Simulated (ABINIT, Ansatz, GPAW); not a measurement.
# ZrS: equilibrium volume by level of theory

Space group Fm-3m (No. 225). a = 5.250 Å, b = 5.250 Å, c = 5.250 Å, α = 90.00°, β = 90.00°, γ = 90.00°
```tsv
atom	site	symmetry	x	y	z
Zr	4a	m-3m	0.0000	0.0000	0.0000
S	4b	m-3m	0.5000	0.0000	0.0000
```

```csv
rung,level,program and potentials,cutoff (eV),k mesh,smearing,task,spin,core time,chip,equilibrium volume (Å³/atom),notes
GGA + dispersion,PBEsol+D4,"Ansatz, Ansatz PAW",420,9 × 9 × 9,fermi-dirac 0.05,relaxation of cell and atoms,off,9 s,Arm Neoverse V1,17.02,"potentials made for PBE, which Ansatz adapts in part"
GGA + dispersion,PBEsol+D3(BJ),"Ansatz, Ansatz PAW",420,9 × 9 × 9,fermi-dirac 0.05,relaxation of cell and atoms,off,9.7 s,Arm Neoverse V1,16.68,"potentials made for PBE, which Ansatz adapts in part"
GGA + dispersion,PBEsol+D3(BJ)+ATM,"Ansatz, Ansatz PAW",420,9 × 9 × 9,fermi-dirac 0.05,relaxation of cell and atoms,off,11 s,Arm Neoverse V1,16.76,"potentials made for PBE, which Ansatz adapts in part"
LDA,LDA,"Ansatz, all-electron LAPW, scalar-relativistic",-,9 × 9 × 9,fermi-dirac 0.05,relaxation of cell and atoms,off,18 s,Arm Neoverse V2,16.91,-
GGA + dispersion,PBEsol+D3(BJ),"Ansatz, all-electron LAPW, scalar-relativistic",-,9 × 9 × 9,fermi-dirac 0.05,relaxation of cell and atoms,off,23 s,Arm Neoverse V1,16.68,-
meta-GGA,r2SCAN,"Ansatz, Ansatz PAW",500,9 × 9 × 9,fermi-dirac 0.05,equation of state,off,24 s,Intel Xeon Platinum 8375C Ice Lake,17.82,"potentials made for PBE, which Ansatz adapts in part"
GGA,PBEsol,"ABINIT, PseudoDojo NC SR PBEsol v0.4.1 standard",898,7 × 7 × 7,fermi-dirac 0.05,relaxation of cell and atoms,off,80 s,Arm Neoverse V2,17.26,-
GGA,PBEsol,"GPAW, PAW data sets generated for this functional",600,7 × 7 × 7,fermi-dirac 0.05,equation of state,off,85 s,Arm Neoverse V1,17.19,-
hybrid,PBE0,"Ansatz, Ansatz PAW",420,6 × 6 × 6,fermi-dirac 0.05,equation of state,off,2.5 min,AMD EPYC 7R13 Zen 3,17.49,"potentials made for PBE, which Ansatz adapts in part"
meta-GGA,m-r2SCAN,"Ansatz, Ansatz PAW",500,9 × 9 × 9,gaussian 0.01,equation of state,"SOC, no magnetisation",7.4 min,Arm Neoverse V1,17.82,"potentials made for PBE, which Ansatz adapts in part"
```

Times are single runs on shared hosts and different chips, so they are rough; meshes, cutoffs and the tasks' sizes weigh on the time. m-r2SCAN is the variant of Desmarais and co-workers (2025). Smearing widths are in eV. For a metal such meshes aren't converged. Meshes differ between rows, which moves values too. Meshes are those of the run's cell of 2 atoms unless a note names another. Relaxations start from the cell shown or near it and stop with a little pressure left. Runs on faulty files, with rough fits or with known faults for this quantity aren't shown. PBE isn't shown for this crystal.

By rung: LDA 16.91; GGA + dispersion 16.68 to 17.02; GGA 17.19 to 17.26; meta-GGA 17.82; hybrid 17.49 (Å³/atom).
